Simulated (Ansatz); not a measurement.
The system is I.

```
I
1.0
     0.00000    2.36560    3.90984
     2.19225    0.00000    3.90984
     2.19225    2.36560    0.00000
I
1
Direct
  0.00000 0.00000 0.00000
```

| Quantity | Value |
| --- | --- |
| Program | Ansatz 0.2.0 |
| Task | relaxation of cell and atoms |
| Functional | BLYP |
| Dispersion | D3(BJ) |
| Potentials or basis | Ansatz PAW |
| Cutoff | 420 eV (not typed: the program's choice for these potentials) |
| k mesh | 9 × 9 × 9 |
| Occupations | fermi-dirac, width 0.05 eV |
| Spin | no spin polarisation |

At the start: volume 40.55 Å³/atom.

Q: How do energy, volume and symmetry change on relaxing?

A: It ends after 7 steps and the volume is 37.52 Å³/atom (-7.5 %); space group I4/mmm (No. 139, to 0.05 Å).

The path:
```
step  energy change (eV)  largest force (eV/Å)  volume (Å³)
   1              0.0000                0.0000        40.55
   2             -0.0158                0.0000        39.31
   3             -0.0232                0.0000        37.34
   4             -0.0241                0.0000        37.41
   5             -0.0247                0.0000        37.49
   6             -0.0247                0.0000        37.52
   7             -0.0244                0.0000        37.52
```

Final structure:
```xyz
1
Lattice="0.0000 2.2952 3.5765 2.2854 0.0000 3.5765 2.2854 2.2952 0.0000" Properties=species:S:1:pos:R:3 pbc="T T T"
I     0.0000    0.0000    0.0000
```

Caveat: the plane-wave basis is chosen anew once the cell has moved, so the energies of steps on either side of that aren't comparable; the PAW data sets come from PBE, with cores solved anew for the run's functional, which leaves a small shift of forces and pressure.
